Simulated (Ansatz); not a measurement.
# The honeycomb GaP bilayer (AB) between two gates, part 2 of 4

Aim: screening and gap of the neutral honeycomb GaP bilayer (AB) between oppositely charged gates.

Ansatz 0.2.0; plane-wave DFT, PBE-D3(BJ), Ansatz PAW.

So far. Step 2 (Relaxing the slab): The lattice constant a goes from 3.900 to 3.878 Å.

### Step 3. Gated layer, displacement field 0, start network

The slab is cut off from its images along the normal. Two sheets of opposite charge stand for the gates, so the stack stays neutral in a displacement field; barriers ahead of the sheets keep electrons from leaking to them. The uncharged case sets the zero.

The cell differs from the one that the last finished run ended in (c 38.800 → 37.856 Å).

input.yaml

```yaml
crystal:
  lattice:
    - [3.8776761955, 0.0, 0.0]
    - [-1.9388380978, 3.358166093, 0.0]
    - [0.0, 0.0, 37.8562765186]
  atoms:
    - { symbol: P, position: [0.6666666667, 0.3333333333, 0.4477460955] }
    - { symbol: Ga, position: [0.3333333333, 0.6666666667, 0.4591298145] }
    - { symbol: P, position: [0.0, 0.0, 0.5420535587] }
    - { symbol: Ga, position: [0.6666666667, 0.3333333333, 0.5522539045] }
  periodic: [true, true, false]
  symmetry: { detect: true }
kpoints:
  mp_grid: { grid: [42, 42, 1] }
  band_path:
    path: [[0, 0, 0], [0.5, 0, 0], [0.33333333, 0.33333333, 0], [0, 0, 0]]
    npoints: 16
hamiltonian:
  xc: pbe
  dispersion: d3bj
scf:
  occupations: { method: fermi_dirac, width: 0.02585 }
  convergence: { dr2_threshold: 1.0e-10 }
output:
  forces: true
  eigenvalues: true
  dos: { projected: true, e_range: [-3, 3], de: 0.01 }
  write_potential: true
  write_density: true
  volumetric_format: npy
  elf: true
external_charges:
  - { charge: 0, barrier: 10, axis: 3, height: 24.406, sigma: 0.25 }
  - { charge: 0, barrier: 10, axis: 3, height: 13.45, sigma: 0.25 }
```

Command:

```
ansatz run input.yaml --threads 4 --pin off --max-ram 8192MiB --backend cpu --events-out ev --progress --plain --runs-dir out
```

Numbers of over 12 decimals in the logs are rounded to 6 here.

The program printed:

```text
[...]
Crystal: 4 atoms, lattice volume = 492.960 Å³
Basis set: ecut = 420 eV, 9727 PW (Γ), exchange–correlation on 54×54×512 points (8 copies of the dense FFT grid, shifted against one another)
Bands: 22, of which v1, the nominal top of the filled ones, is band 18 counted from 1 (17 counted from 0)
Symmetry: 6 space group operations
[...]
k-points: 169 of 1764 (time reversal used)
[...]
SCF iter   1: F=—  HF=-9078.138569 eV  |F-HF|=—  |Δ(HF+E_count)|=         —  Δρ=1.46e-3  dr2=1.85e-2  ethr=1.77e-3  ⟨swp⟩=12.9  Hψ=31559  notcnv=0
[...]
SCF iter  11: F=-9078.135574 eV  HF=-9078.135574 eV  |F-HF|=6.46e-10  |Δ(HF+E_count)|=   5.15e-9  Δρ=8.35e-8  dr2=2.44e-11  ethr=1.00e-12  ⟨swp⟩=12.7  Hψ=32656  notcnv=0
SCF 1 converged in 11 iterations: F = -9078.135574 eV  dr2 = 2.44e-11
[...]
NSCF: frozen V_eff on 49 k-points
SCF converged after 11 iterations
Free energy (F): -9078.135574 eV
[...]
Internal energy: -9078.135574 eV  (E = F + TS)
E sigma→0 (E₀):  -9078.135574 eV
Fermi energy:    -4.559767 eV
[...]
--- Forces (eV/Å), atoms and charges each counted from 1 ---
  atom   1  P     -0.00000000     0.00000000     0.00657476
  atom   2  Ga    -0.00000000    -0.00000000     0.00338549
  atom   3  P      0.00000000     0.00000000    -0.00212804
  atom   4  Ga     0.00000000    -0.00000000    -0.01030689
  external charge   1     0.00000000     0.00000000     0.01384953
  external charge   2     0.00000000     0.00000000    -0.01137461
  max |Σ_I F_I| component, the external charges' with the atoms': 2.38e-7 eV/Å
--- Band table (eV; the first three rows and the last of 169) ---
  k-point 0: bands = [... 14 lower, -6.0714, -6.0714, -5.4794, -5.4794, -3.7741, -3.2751, -1.2860, -0.8443]
  k-point 1: bands = [... 14 lower, -6.1313, -6.0841, -5.5509, -5.4911, -3.7118, -3.2095, -1.2818, -0.8573]
  k-point 2: bands = [... 14 lower, -6.2786, -6.1215, -5.7395, -5.5253, -3.5482, -3.0387, -1.2706, -0.8903]
  k-point 168: bands = [... 14 lower, -9.2707, -8.6901, -5.6650, -5.2829, -3.2546, -3.1762, 0.6167, 0.6208]
```

Elapsed: 34 s, on 4 threads of Intel Xeon 6975P-C (Granite Rapids), shared host; peak memory 1.8 GiB; 2.2 min of CPU time.

In the SCF lines HF is the Harris–Foulkes energy and dr2 the Hartree energy of the density residual, in eV; the loop may stop once dr2 is under the threshold and the program's other checks hold. Hψ counts applications of the Hamiltonian.

This step gave:

```
gap on the k-mesh                                                                   : 1.318 eV
gap along the path                                                                  : 1.321 eV
smallest direct gap along the path                                                  : 1.620 eV
gap, the smaller of path and mesh                                                   : 1.318 eV
potential beyond the upper barrier and gate, less the barrier, from the Fermi level : 3.902 eV
```

Running mean over a fixed 2.5 Å (it still follows the layers) of the planar mean; beyond a gate it holds the 10 eV model barrier. Table of electron's electrostatic potential energy less the Fermi level by z:

| z (Å) | electron's electrostatic potential energy less the Fermi level (eV) |
| --- | --- |
| 4 | 15.2 |
| 5 | 15.2 |
| 6 | 15.2 |
| 7 | 15.2 |
| 8 | 15.2 |
| 9 | 15.2 |
| 10 | 15.2 |
| 11 | 15.2 |
| 12 | 15.1 |
| 13 | 12.0 |
| 14 | 7.99 |
| 15 | 4.44 |
| 16 | -1.19 |
| 17 | -5.06 |
| 18 | -3.22 |
| 19 | 0.181 |
| 20 | -4.37 |
| 21 | -5.61 |
| 22 | -0.731 |
| 23 | 3.53 |
| 24 | 7.25 |
| 25 | 11.3 |
| 26 | 13.9 |
| 27 | 13.9 |
| 28 | 13.9 |
| 29 | 13.9 |
| 30 | 13.9 |
| 31 | 13.9 |
| 32 | 13.9 |
| 33 | 13.9 |
| 34 | 13.9 |

The density of states has structure finer than the step of the table below, so its rows give means over 0.1 eV, whole bins alone (the curve runs from -3 to 2.62 eV). Peaks (eV: height): -2.20: 3.47, -1.75: 5.89, -1.56: 3.97, -0.94: 6.25, -0.71: 3.98, 1.30: 3.47, 1.93: 4.85.

The density of states by energy, zero at the Fermi level of the run, which the smearing sets inside the gap; means over each step:

| energy (eV) | density of states (states/eV a cell) |
| --- | --- |
| -2.9 | 2.70 |
| -2.8 | 2.85 |
| -2.7 | 2.24 |
| -2.6 | 2.08 |
| -2.5 | 2.55 |
| -2.4 | 2.93 |
| -2.3 | 2.74 |
| -2.2 | 2.75 |
| -2.1 | 2.31 |
| -2.0 | 2.23 |
| -1.9 | 2.21 |
| -1.8 | 2.64 |
| -1.7 | 4.11 |
| -1.6 | 2.75 |
| -1.5 | 2.52 |
| -1.4 | 2.16 |
| -1.3 | 2.06 |
| -1.2 | 2.02 |
| -1.1 | 1.88 |
| -1.0 | 2.88 |
| -0.9 | 3.93 |
| -0.8 | 2.68 |
| -0.7 | 2.12 |
| -0.6 | 0 |
| -0.5 | 0 |
| -0.4 | 0 |
| -0.3 | 0 |
| -0.2 | 0 |
| -0.1 | 0 |
| 0.0 | 0 |
| 0.1 | 0 |
| 0.2 | 0 |
| 0.3 | 0 |
| 0.4 | 0 |
| 0.5 | 0 |
| 0.6 | 0.0544 |
| 0.7 | 0.621 |
| 0.8 | 0.731 |
| 0.9 | 0.878 |
| 1.0 | 1.06 |
| 1.1 | 1.32 |
| 1.2 | 1.72 |
| 1.3 | 2.34 |
| 1.4 | 1.78 |
| 1.5 | 1.80 |
| 1.6 | 2.31 |
| 1.7 | 2.63 |
| 1.8 | 3.07 |
| 1.9 | 3.97 |
| 2.0 | 3.54 |
| 2.1 | 3.10 |
| 2.2 | 2.93 |
| 2.3 | 2.96 |
| 2.4 | 3.08 |
| 2.5 | 2.24 |

Projected DOS per atom over height of the atomic layer and energy from the Fermi level. Layers: GaP GaP from below.

Ten even steps from '_' (0.00 states/eV) to '@' (1.21 states/eV), each cell a mean:
```
++--
**++
**##
--##
::==
::++
..::
__..
____
____
____
____
____
@@--
**::
++--
****
==++
++==
**==
====
++**
```
Columns: height of the atomic layer (Å) from 17.2 to 20.7; rows upwards: energy from the Fermi level (eV) from -2.98 to 2.62.

The electronic bands at the labelled points (eV, zero at the Fermi level of the run, which the smearing sets inside the gap):

| point | band 15 | band 16 | band 17 | band 18 | band 19 | band 20 | band 21 | band 22 |
| --- | --- | --- | --- | --- | --- | --- | --- | --- |
| Γ | -1.51 | -1.51 | -0.92 | -0.92 | 0.79 | 1.28 | 3.27 | 3.72 |
| halfway | -3.09 | -2.40 | -1.75 | -1.45 | 1.61 | 2.31 | 2.88 | 3.89 |
| M | -3.01 | -2.36 | -1.73 | -0.98 | 0.64 | 1.57 | 1.88 | 2.64 |
| halfway | -4.02 | -3.39 | -1.46 | -0.84 | 1.09 | 1.89 | 3.09 | 3.72 |
| K | -4.71 | -4.13 | -1.11 | -0.72 | 1.31 | 1.38 | 5.18 | 5.18 |
| halfway | -3.03 | -2.90 | -2.39 | -1.26 | 2.35 | 2.77 | 3.38 | 4.00 |
| Γ | -1.51 | -1.51 | -0.92 | -0.92 | 0.79 | 1.28 | 3.27 | 3.72 |

The electronic bands as a text plot (rows in eV, shown from -7.3 to 2.6 only):

```
    2.4 |      +++++++       +  ++               ++++++++ ++
    2.0 |   +++++    +++++++++++ ++++          +++++     ++++
    1.6 |  ++++  ++++    ++++++++    ++++ +++++++           ++++
    1.2 |+++         ++++         +++++++++++                ++ +
    0.8 |++              +++++++++                             ++
    0.4 |
   -0.1 |
   -0.5 |
   -0.9 |***            ***************************          ****
   -1.3 |  ******  *****           **********      ****   *****
   -1.7 |************       *******          ***       **********
   -2.1 |**********  *******                    *     *  ****  **
   -2.5 |   *  *   ******   *****                ******** *****
   -2.9 |    ** *  ************  *               *********
   -3.4 |      * **            ******           *  *      **
   -3.8 |**********               *  **     *******    **********
   -4.2 |       *  *               **  ***** ***      ***
   -4.6 |        ** *                ********       **
   -5.0 |          * *                             *  *
   -5.4 |           * **                         ** **
   -5.8 |            *  *                       *  *
   -6.3 |             ** ***                 *** **
   -6.7 |               **  *****************  **
   -7.1 |                 *********************
         Γ                   M           K                      Γ
```

ELF in the ca plane at fractional y = 0.333, with atoms of P and Ga within 0.2 Å of it. It is the smooth field of the valence electrons, not physical close to the nuclei.

Ten even steps from '0' (0.00) to '9' (0.90), each cell a mean:
```
00000000000000013578888864101344444431000000
00000000000000136899867886201222222332100000
00000000000000247999501686301121002232100000
00000000000000247999500686300120102232100000
00000000000000136899856886201222112332100000
00000000000000013678888874101344333331000000
00000000000000001235666553102566665421000000
00000000000000000011233332003666665321000000
00000000000000000001223332013666655321000000
00000000000000000134555543102567665421000000
```
Columns run along c (16.0 Å, from fractional 0.24 to 0.66 of the cell), rows up along a (3.9 Å). Atoms in or near the plane, at fractional coordinates: P at (0.45, 0.67), Ga at (0.55, 0.67).

Electrostatic potential energy in the ca plane at fractional y = 0.333, with atoms of P and Ga within 0.2 Å of it. With pseudopotentials it is smooth inside the atoms' cores, unlike the true potential.

Ten even steps from '0' (-28 eV) to '9' (11 eV), each cell a mean:
```
99999999999987777776544566776654345666777789
99999999999987777764100256776531002566677789
99999999999987777762000046776510000466677789
99999999999987777762000046776510000366677789
99999999999987777764000256776530002566677789
99999999999987777776433566776654335666777789
99999999999987777776655566676665556667777789
99999999999987777776655566676655566677777789
99999999999987777776655556676655566677777789
99999999999987777776655566676665566667777789
```
Columns run along c (16.0 Å, from fractional 0.24 to 0.66 of the cell; values clipped at the 3rd and 97th percentile), rows up along a (3.9 Å). Atoms in or near the plane, at fractional coordinates: P at (0.45, 0.67), Ga at (0.55, 0.67).

Valence density in the ca plane at fractional y = 0.333, with atoms of P and Ga within 0.2 Å of it. It is the smooth field of the valence electrons, not physical close to the nuclei.

Values in e/Å³, 6 rows by 16 columns, each cell a mean:
```
 0  0  0  0  0  0  0  0  0  0  0  1  0  0  0  0
 0  0  0  0  0  0  0  0  0  0  0 11  5  0  0  0
 0  0  0  0  0  0  0  1  1  0  0  6  3  0  0  0
 0  0  0  0  0  0  0  0  0  0  0  0  0  0  0  0
 0  0  0  0  0  0  0  0  0  0  0  0  0  0  0  0
 0  0  0  0  0  0  0  0  0  0  0  0  0  0  0  0
```
Columns run along c (16.0 Å, from fractional 0.24 to 0.66 of the cell), rows up along a (3.9 Å). Atoms in or near the plane, at fractional coordinates: P at (0.45, 0.67), Ga at (0.55, 0.67).

The gap, the smaller of path and mesh, is 1.318 eV.

### Step 4. Gated layer, displacement field 0.905 V/nm

input.yaml: that of step 3 with these lines changed.

```diff
@@ -26,3 +26,2 @@
   eigenvalues: true
-  dos: { projected: true, e_range: [-3, 3], de: 0.01 }
   write_potential: true
@@ -30,5 +29,6 @@
   volumetric_format: npy
-  elf: true
 external_charges:
   - { charge: 0, barrier: 10, axis: 3, height: 24.406, sigma: 0.25 }
+  - { charge: -0.006511, axis: 3, height: 25.906, sigma: 0.5 }
   - { charge: 0, barrier: 10, axis: 3, height: 13.45, sigma: 0.25 }
+  - { charge: 0.006511, axis: 3, height: 11.95, sigma: 0.5 }
```

The program printed:

```text
[...]
Crystal: 4 atoms, lattice volume = 492.960 Å³
Basis set: ecut = 420 eV, 9727 PW (Γ), exchange–correlation on 54×54×512 points (8 copies of the dense FFT grid, shifted against one another)
Bands: 22, of which v1, the nominal top of the filled ones, is band 18 counted from 1 (17 counted from 0)
Symmetry: 6 space group operations
[...]
k-points: 169 of 1764 (time reversal used)
[...]
SCF iter   1: F=—  HF=-9079.053186 eV  |F-HF|=—  |Δ(HF+E_count)|=         —  Δρ=1.98e-2  dr2=3.46e0  ethr=3.10e-3  ⟨swp⟩=12.7  Hψ=30144  notcnv=0
[...]
SCF iter  13: F=-9078.141989 eV  HF=-9078.141989 eV  |F-HF|=1.26e-10  |Δ(HF+E_count)|=  6.49e-10  Δρ=9.53e-8  dr2=4.68e-11  ethr=1.00e-12  ⟨swp⟩=12.2  Hψ=36989  notcnv=0
SCF 1 converged in 13 iterations: F = -9078.141989 eV  dr2 = 4.68e-11
[...]
SCF converged after 13 iterations
Free energy (F): -9078.141989 eV
[...]
Internal energy: -9078.141989 eV  (E = F + TS)
E sigma→0 (E₀):  -9078.141989 eV
Fermi energy:    -4.559332 eV
[...]
--- Forces (eV/Å), atoms and charges each counted from 1 ---
  atom   1  P     -0.00000000     0.00000000    -0.00633656
  atom   2  Ga    -0.00000000    -0.00000000     0.01452782
  atom   3  P     -0.00000000     0.00000000    -0.01132429
  atom   4  Ga     0.00000000    -0.00000000     0.00206872
  external charge   1     0.00000000     0.00000000     0.01307716
  external charge   2     0.00000000     0.00000000    -0.00029488
  external charge   3     0.00000000     0.00000000    -0.01201028
  external charge   4     0.00000000     0.00000000     0.00029426
  max |Σ_I F_I| component, the external charges' with the atoms': 1.94e-6 eV/Å
--- Band table (eV; the first three rows and the last of 169) ---
  k-point 0: bands = [... 14 lower, -6.0470, -6.0470, -5.4977, -5.4977, -3.7509, -3.2951, -1.2283, -0.8233]
  k-point 1: bands = [... 14 lower, -6.1076, -6.0597, -5.5692, -5.5093, -3.6886, -3.2293, -1.2243, -0.8365]
  k-point 2: bands = [... 14 lower, -6.2583, -6.0972, -5.7578, -5.5434, -3.5246, -3.0581, -1.2139, -0.8698]
  k-point 168: bands = [... 14 lower, -9.2467, -8.7082, -5.6402, -5.3006, -3.2239, -3.1902, 0.6419, 0.6593]
```

Run time: 37 s. Hardware: 4 threads; peak memory 1.8 GiB; 2.5 min of CPU time.

Numbers from this step:

* gap on the k-mesh: 1.339 eV
* gap along the path: 1.343 eV
* smallest direct gap along the path: 1.641 eV
* gap, the smaller of path and mesh: 1.339 eV
* potential beyond the upper barrier and gate, less the barrier, from the Fermi level: 4.258 eV

Electronic bands along the path, in eV, zero at the Fermi level of the run, which the smearing sets inside the gap:

| point | band 15 | band 16 | band 17 | band 18 | band 19 | band 20 | band 21 | band 22 |
| --- | --- | --- | --- | --- | --- | --- | --- | --- |
| Γ | -1.49 | -1.49 | -0.94 | -0.94 | 0.81 | 1.26 | 3.33 | 3.74 |
| halfway | -3.08 | -2.37 | -1.77 | -1.45 | 1.63 | 2.30 | 2.91 | 3.88 |
| M | -2.99 | -2.37 | -1.72 | -0.99 | 0.65 | 1.59 | 1.88 | 2.63 |
| halfway | -4.00 | -3.40 | -1.44 | -0.85 | 1.11 | 1.90 | 3.12 | 3.70 |
| K | -4.69 | -4.15 | -1.08 | -0.74 | 1.34 | 1.37 | 5.20 | 5.22 |
| halfway | -3.01 | -2.89 | -2.41 | -1.27 | 2.39 | 2.76 | 3.40 | 3.99 |
| Γ | -1.49 | -1.49 | -0.94 | -0.94 | 0.81 | 1.26 | 3.33 | 3.74 |

The electronic bands as a text plot (rows in eV, shown from -7.3 to 2.6 only):

```
    2.4 |      +++++++       +  ++               ++++++++ ++
    2.0 |   +++++    ++++++++++++++++          ++++      ++++
    1.6 |  ++++  ++++    +++++++     +++  ++++++            ++++
    1.2 |+++         ++++         +++++++++++                ++ +
    0.8 |++              +++++++++                             ++
    0.4 |
   -0.1 |
   -0.5 |
   -0.9 |***            ***************************          ****
   -1.3 |* ******  *****          ******* ***      ****   *******
   -1.7 | ***********       ******           ***       *********
   -2.1 |****  ****  *******                    *     *  ****  **
   -2.5 |   ***    ****** *******                ******** *****
   -2.9 |    ****  ************  *               *********
   -3.4 |      * **            *****            *  *      **
   -3.8 |**********               * ***      ******    **********
   -4.2 |       *  *               **  *********      ***
   -4.6 |        ** *                ********       **
   -5.0 |          * *                             *  *
   -5.4 |           * **                         ** **
   -5.8 |            *  *                       *  *
   -6.2 |             ** *                     * **
   -6.7 |               *************************
   -7.1 |                 *********************
         Γ                   M           K                      Γ
```

The gap, the smaller of path and mesh, is 1.339 eV.

### Step 5. Gated layer, displacement field 1.81 V/nm

input.yaml: that of step 4 with these lines changed.

```diff
@@ -31,4 +31,4 @@
   - { charge: 0, barrier: 10, axis: 3, height: 24.406, sigma: 0.25 }
-  - { charge: -0.006511, axis: 3, height: 25.906, sigma: 0.5 }
+  - { charge: -0.013022, axis: 3, height: 25.906, sigma: 0.5 }
   - { charge: 0, barrier: 10, axis: 3, height: 13.45, sigma: 0.25 }
-  - { charge: 0.006511, axis: 3, height: 11.95, sigma: 0.5 }
+  - { charge: 0.013022, axis: 3, height: 11.95, sigma: 0.5 }
```

The program printed:

```text
[...]
Crystal: 4 atoms, lattice volume = 492.960 Å³
Basis set: ecut = 420 eV, 9727 PW (Γ), exchange–correlation on 54×54×512 points (8 copies of the dense FFT grid, shifted against one another)
Bands: 22, of which v1, the nominal top of the filled ones, is band 18 counted from 1 (17 counted from 0)
Symmetry: 6 space group operations
[...]
k-points: 169 of 1764 (time reversal used)
[...]
--- Band table (eV; the first three rows and the last of 169) ---
  k-point 0: bands = [... 14 lower, -6.0233, -6.0233, -5.5174, -5.5174, -3.7285, -3.3165, -1.1739, -0.8035]
  k-point 1: bands = [... 14 lower, -6.0847, -6.0361, -5.5890, -5.5290, -3.6660, -3.2506, -1.1701, -0.8169]
  k-point 2: bands = [... 14 lower, -6.2384, -6.0736, -5.7775, -5.5630, -3.5018, -3.0790, -1.1603, -0.8507]
  k-point 168: bands = [... 14 lower, -9.2234, -8.7277, -5.6162, -5.3200, -3.2056, -3.1937, 0.6623, 0.7005]
[key lines of the parts left out:]
SCF converged after 13 iterations
Free energy (F): -9078.144092 eV
Fermi energy:    -4.559870 eV
```

The job ended after 39 s (4 threads; peak memory 1.8 GiB; 2.6 min of CPU time).

The electronic bands at the labelled points (eV, zero at the Fermi level of the run, which the smearing sets inside the gap):

| point | band 15 | band 16 | band 17 | band 18 | band 19 | band 20 | band 21 | band 22 |
| --- | --- | --- | --- | --- | --- | --- | --- | --- |
| Γ | -1.46 | -1.46 | -0.96 | -0.96 | 0.83 | 1.24 | 3.39 | 3.76 |
| halfway | -3.07 | -2.35 | -1.79 | -1.46 | 1.65 | 2.29 | 2.94 | 3.88 |
| M | -2.97 | -2.39 | -1.70 | -1.00 | 0.66 | 1.61 | 1.88 | 2.62 |
| halfway | -3.98 | -3.42 | -1.42 | -0.86 | 1.12 | 1.90 | 3.14 | 3.68 |
| K | -4.66 | -4.17 | -1.06 | -0.76 | 1.35 | 1.37 | 5.22 | 5.26 |
| halfway | -2.99 | -2.88 | -2.43 | -1.27 | 2.43 | 2.75 | 3.43 | 3.97 |
| Γ | -1.46 | -1.46 | -0.96 | -0.96 | 0.83 | 1.24 | 3.39 | 3.76 |

The electronic bands as a text plot (rows in eV, shown from -7.2 to 2.6 only):

```
    2.4 |      +++++++++     +  ++               +++++++++++
    2.0 |   +++++    ++++++++++++++++          ++++       +++
    1.6 |  ++++  ++++    +++++++     ++++ ++++++            ++++
    1.2 |+++         ++++         ++++++++++                 ++ +
    0.8 |++              +++++++++                             ++
    0.4 |
   -0.1 |
   -0.5 |
   -0.9 |***            ***************************          ****
   -1.3 |*******   *****          ******  ***      ****   *******
   -1.7 | **********        ******           ***       *********
   -2.1 |****  **** ********                    *     *  *  *  **
   -2.5 |   ***    ****** ******                 ******** *****
   -2.9 |    ****  ***  ******* **               *********
   -3.3 |      * **            *****            *  *      **
   -3.8 |********                 * **       ******    **********
   -4.2 |       ***                ** **********      ***
   -4.6 |        ***                 ********
   -5.0 |          **                               ***
   -5.4 |           ****                           ***
   -5.8 |            *  *                       ****
   -6.2 |             ** *                     * **
   -6.6 |               *************************
   -7.0 |                 *********************
         Γ                   M           K                      Γ
```

The gap, the smaller of path and mesh, is 1.358 eV.

[end of part 2 of 4]

[Logs are printed without paths, hosts, clocks, repeated set-up lines and the standing remarks that a program may print on its own settings, such as how far it seeks lower states.]

[Hosts, paths, dates, database ids (printed as entryN), source tags and the programs' standing remarks are cut or masked in the printed files.]

[Maps of the electrostatic potential energy from Ansatz leave out the sawtooth potential of an applied field or a dipole correction, so their vacuum need not be flat; planar profiles and work functions include it.]

[The density of states shown here was stored with 400 of the rows of the run's finer table, so its peaks can read low, often by over a quarter, or be missed, and its means over a window can be off by a tenth or more.]
